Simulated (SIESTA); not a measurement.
BN:

```
CELL_PARAMETERS angstrom
0.00000 1.81300 1.81300
1.81300 0.00000 1.81300
1.81300 1.81300 0.00000
ATOMIC_POSITIONS crystal
N 0.25000 0.25000 0.25000
B 0.00000 0.00000 0.00000
```

The cell is a database's computed one.

Program: SIESTA 5.4.2. Alike in all runs: no spin polarisation; cell as given; k mesh 13 × 13 × 13; smearing fermi-dirac 0.05 eV; grid cutoff 800 Ry; energy shift 0.003 Ry.

Order these runs on this cell by their pressure, lowest first.
A. level PBEsol; potentials or basis PseudoDojo 0.4 standard (PBEsol files), DZP (energy shift 0.003 Ry)
B. level PBE; potentials or basis PseudoDojo 0.4 standard (PBE files), DZP (energy shift 0.003 Ry); broadening (eV) 0.3 eV; window to (eV) 30 eV; polarisation polarized; direction 1.0 0.0 0.0; optical mesh offset true
C. level LDA; potentials or basis PseudoDojo 0.4 standard (LDA files), DZP (energy shift 0.003 Ry)

C (-10.9 GPa), A (-2.4 GPa), B (2.6 GPa).

Caveats: the basis of atomic orbitals isn't converged, which shifts pressures, moduli and gaps; the basis holds too few empty states to meet the f-sum rule, so the spectrum is short of weight at high energy (some runs).
